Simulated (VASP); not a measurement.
A run of VASP 6.6.1 is set up as follows.

POSCAR

```
Mo
1.0
   -1.3954239134      1.3954239134      2.1229339179
    1.3954239134     -1.3954239134      2.1229339179
    1.3954239134      1.3954239134     -2.1229339179
Mo
1
Direct
    0.0000000000      0.0000000000      0.0000000000
```

INCAR.step1

```
SYSTEM = Mo
PREC = Accurate
ENCUT = 600
ISMEAR = 0
SIGMA = 0.1
LREAL = .FALSE.
LASPH = .TRUE.
NELM = 100
GGA = PE
ALGO = Normal
EDIFF = 1E-4
LWAVE = .TRUE.
LCHARG = .FALSE.
```

The input INCAR.step2:

```
SYSTEM = Mo
PREC = Accurate
ENCUT = 600
EDIFF = 1E-6
ISMEAR = 0
SIGMA = 0.1
LREAL = .FALSE.
LASPH = .TRUE.
NELM = 100
ALGO = Normal
ISIF = 3
LWAVE = .FALSE.
LCHARG = .FALSE.
METAGGA = R2SCAN
LMIXTAU = .TRUE.
IBRION = 2
NSW = 90
EDIFFG = -0.04
ISTART = 1
```

Contents of KPOINTS:

```
Automatic mesh
0
G
  8 8 8
  0 0 0
```

Potentials or basis: VASP PAW PBE potentials, release 64 (Mo_sv).

Command:

```bash
$ cat potpaw_PBE.64/Mo_sv/POTCAR > POTCAR
$ cp INCAR.step1 INCAR
$ mpirun -np 1 vasp_std > vasp.out
$ cp INCAR.step2 INCAR
$ mpirun -np 1 vasp_std > vasp.out
```

Q: What does it give for the relaxed volume?

A: 16.10 Å³/atom.

Q: What does it give for the band gap on the k mesh?

A: None (metal or under the smearing width).

The path:
| step | energy change (eV) | largest force (eV/Å) | pressure (GPa) | volume (Å³) |
| --- | --- | --- | --- | --- |
| 1 | 0.0000 | 0.0000 | -8.24 | 16.54 |
| 2 | 0.0639 | 0.0000 | 27.54 | 14.56 |
| 3 | -0.0303 | 0.0000 | 2.59 | 15.80 |
| 4 | -0.0545 | 0.0000 | 0.56 | 15.98 |
| 5 | -0.0605 | 0.0000 | 0.08 | 16.06 |
| 6 | -0.0751 | 0.0000 | -1.66 | 16.20 |
| 7 | -0.0398 | 0.0000 | -3.27 | 16.42 |
| 8 | -0.0767 | 0.0000 | -2.13 | 16.24 |
| 9 | -0.0636 | 0.0000 | 6.22 | 15.76 |
| 10 | -0.0775 | 0.0000 | -0.70 | 16.15 |
| 11 | -0.0774 | 0.0000 | 0.82 | 16.05 |
| 12 | -0.0777 | 0.0000 | 0.00 | 16.10 |

Caveat: the k mesh is coarse (spacing up to 0.40 Å⁻¹), so the values aren't converged; the PAW data sets were made with another functional, which shifts forces and pressure a little.
